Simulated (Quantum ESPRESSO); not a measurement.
## Au: phonons at L under several settings

```
CELL_PARAMETERS angstrom
0.00000 2.03500 2.03500
2.03500 0.00000 2.03500
2.03500 2.03500 0.00000
ATOMIC_POSITIONS crystal
Au 0.00000 0.00000 0.00000
```

All runs used Quantum ESPRESSO 7.5; k mesh 11 × 11 × 11; relaxed cell; no spin polarisation.

```csv
level,potentials,cutoff (eV),occupations,pressure (GPa),frequencies (cm⁻¹)
PBE,SG15 PBE 1.2,952,"gaussian, width 0.136 eV",0.0,66 66 179
PBE,JTH 2.0 PBE,490,"methfessel-paxton, width 0.272 eV",-0.1,?
```

**Question.** What stands in the row left open?

**Answer.** Frequencies 53 53 138 cm⁻¹.

Caveats: the q point doesn't lie on the k mesh, which can shift a metal's frequencies strongly unless the mesh is converged; the cutoff is low for these files, which shifts pressure and relaxed volume (some runs).

For the row left open. Caveat: the cutoff is low for these files, which shifts pressure and relaxed volume; the q point doesn't lie on the k mesh, which can shift a metal's frequencies strongly unless the mesh is converged.

The runs don't all hold the same shells in valence.
